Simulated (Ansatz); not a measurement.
The reference is BaS in the rock salt structure (space group Fm-3m, No. 225; a = 6.331 Å). Axes: x, y, z lie along the cube axes.

All numbers come from PBEsol in Ansatz (plane waves to 420 eV, PAW, no SOC).

Perturbation: a pure shear with ε_xy = ε_yx = 0.0086; the atoms relax in the strained cell.

Predict the stress tensor and what it implies for the stiffness.

Stress of the strained cell less that of the base (GPa, compression positive):
```
   0.00   -0.31    0.00
  -0.31    0.00    0.00
   0.00    0.00   -0.01
```

Then −Δσ/γ with γ = 2ε = 0.0172 gives relaxed-ion elastic constants: C66 ≈ 18 GPa.

Stability against distortions was not tested.

Ansatz is a program for electronic structure.
